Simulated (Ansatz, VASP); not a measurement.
## Two plane-wave programs on KMgF3

```xyz
5
Lattice="3.9714 0.0000 0.0000 0.0000 3.9714 0.0000 0.0000 0.0000 3.9714" Properties=species:S:1:pos:R:3 pbc="T T T"
K     1.9857    1.9857    1.9857
Mg    0.0000    0.0000    0.0000
F     1.9857    0.0000    0.0000
F     0.0000    1.9857    0.0000
F     0.0000    0.0000    1.9857
```

Alike in both runs: task single point; functional PBE; k mesh 6 × 6 × 6; occupations gaussian, width 0.02 eV; no spin polarisation.

|  | VASP | Ansatz |
| --- | --- | --- |
| version | VASP 6.6.1 | Ansatz 0.2.0 |
| potentials or method | VASP PAW PBE potentials, release 64 (K_sv, Mg, F) | scalar-relativistic, plane waves, PAW |
| plane-wave cutoff (eV) | 520 | 420 |
| valence electrons in the cell | 32 | 40 |

VASP gave:

- gap on the k mesh at the Fermi level (eV): 7.39
- least direct gap on the mesh (eV): 7.71
- pressure (GPa): 4.3

Q: Estimate Ansatz's values.

A: gap on the k mesh at the Fermi level (eV): 7.42; least direct gap on the mesh (eV): 7.74; pressure (GPa): 4.7.

The functional is the same, so the differences come from potentials, cutoffs and numerics. The two sets of potentials don't hold the same shells in valence.

A k mesh can miss the band edges. Expect the measured gap to be larger: semilocal functionals such as PBE lack the derivative discontinuity.
